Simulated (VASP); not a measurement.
Mo:

```xyz
4
Lattice="2.8817 -1.7185 0.0000 2.8817 1.7185 0.0000 -1.6082 0.0000 7.4571" Properties=species:S:1:pos:R:3 pbc="T T T"
Mo    4.3639   -0.6290    0.7435
Mo    0.5954   -0.6290    2.9851
Mo   -0.2087    0.6290    6.7136
Mo    3.5598    0.6290    4.4720
```

The cell was built by a generator and needn't be a form met in nature.

| Property | Result |
| --- | --- |
| Program | VASP 6.6.1 |
| Task | relaxation of cell and atoms |
| Functional | PBE |
| Potentials or basis | VASP PAW PBE potentials, release 64 (Mo_sv) |
| Cutoff | 600 eV |
| k mesh | 6 × 6 × 4 |
| Occupations | gaussian, width 0.1 eV |
| Spin | no spin polarisation |

At the start: pressure 153.5 GPa; volume 18.46 Å³/atom.

Where does the relaxation end?

Over 21 steps the energy falls by 6484.0 meV/atom and the volume is 16.12 Å³/atom (-12.7 %); space group C2/c (No. 15, to 0.05 Å).

Step by step:
| step | energy change (eV) | largest force (eV/Å) | pressure (GPa) | volume (Å³) |
| --- | --- | --- | --- | --- |
| 1 | 0.0000 | 63.8105 | 153.52 | 73.86 |
| 2 | 6346.1455 | 835.1440 | 516.66 | 306.24 |
| 3 | 1161.9749 | 5.6190 | 223.22 | 90.99 |
| 4 | -19.3237 | 0.6135 | -28.19 | 95.07 |
| 5 | -20.6543 | 0.8500 | -30.80 | 94.63 |
| 6 | -20.9820 | 0.7454 | -31.34 | 92.81 |
| 7 | -21.1241 | 0.6757 | -31.40 | 91.90 |
| 8 | -21.1964 | 0.6422 | -31.40 | 91.44 |
| 9 | -20.3320 | 10.6002 | 83.04 | 56.14 |
| 10 | -23.9639 | 3.0844 | -3.57 | 71.53 |
| 11 | -25.3405 | 0.9456 | 5.66 | 64.01 |
| 12 | -25.3874 | 0.7275 | 10.74 | 62.41 |
| 13 | -25.6688 | 0.3247 | -12.97 | 68.24 |
| 14 | -25.7156 | 0.1995 | -7.45 | 66.56 |
| 15 | -25.8722 | 0.2284 | -0.19 | 64.55 |
| 16 | -25.8997 | 0.2051 | -2.63 | 65.10 |
| 17 | -25.9165 | 0.0919 | 3.60 | 63.47 |
| 18 | -25.9203 | 0.1294 | 1.61 | 63.95 |
| 19 | -25.9332 | 0.0634 | 0.37 | 64.31 |
| 20 | -25.9337 | 0.0500 | 0.12 | 64.39 |
| 21 | -25.9361 | 0.0275 | -0.14 | 64.49 |

Final structure:
```xyz
4
Lattice="2.7078 -1.3185 0.2266 2.7078 1.3185 0.2266 -0.7484 0.0000 8.9694" Properties=species:S:1:pos:R:3 pbc="T T T"
Mo    4.3904   -0.3493    3.7882
Mo    0.6511   -0.3493    1.1497
Mo    0.2769    0.3493    5.6344
Mo    4.0162    0.3493    8.2729
```
